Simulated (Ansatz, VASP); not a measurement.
# Two plane-wave programs on CdTe

```
Te Cd
1.0
     0.00000    3.20500    3.20500
     3.20500    0.00000    3.20500
     3.20500    3.20500    0.00000
Te Cd
1 1
Direct
  0.75000 0.75000 0.75000
  0.00000 0.00000 0.00000
```

Alike in both runs: task relaxation of cell and atoms; functional PBE; dispersion D3(BJ); k mesh 7 × 7 × 7; occupations fermi-dirac, width 0.05 eV; no spin polarisation.

|  | VASP | Ansatz |
| --- | --- | --- |
| version | VASP 6.6.1 | Ansatz 0.2.0 |
| potentials or method | VASP PAW PBE potentials, release 64 (Te, Cd) | Ansatz PAW |
| plane-wave cutoff (eV) | 600 | 420 |
| valence electrons in the cell | 18 | 36 |

VASP gave:

```
gap on the k mesh at the Fermi level, each at its own relaxed structure (eV) : 0.71
relaxed volume (Å³/atom)                                                     : 34.67
relaxed cell length with the largest relative difference (Å)                 : 4.612
energy change over the relaxation (meV/atom)                                 : -12
```

Q: Which values does Ansatz return?

A: gap on the k mesh at the Fermi level, each at its own relaxed structure (eV): 0.72; relaxed volume (Å³/atom): 34.59; relaxed cell length with the largest relative difference (Å): 4.608; energy change over the relaxation (meV/atom): -11.

The two sets of potentials don't hold the same shells in valence.

Caveats: spin-orbit coupling is left out, which moves the levels of the heavy elements; odd divisions of the mesh miss points on the zone boundary, where band edges often lie, so the gap on the mesh can be too wide (Ansatz); the plane-wave basis is chosen anew once the cell has moved, so the energies of steps on either side of that aren't comparable (Ansatz). Zero-point motion and thermal expansion aren't in these numbers.
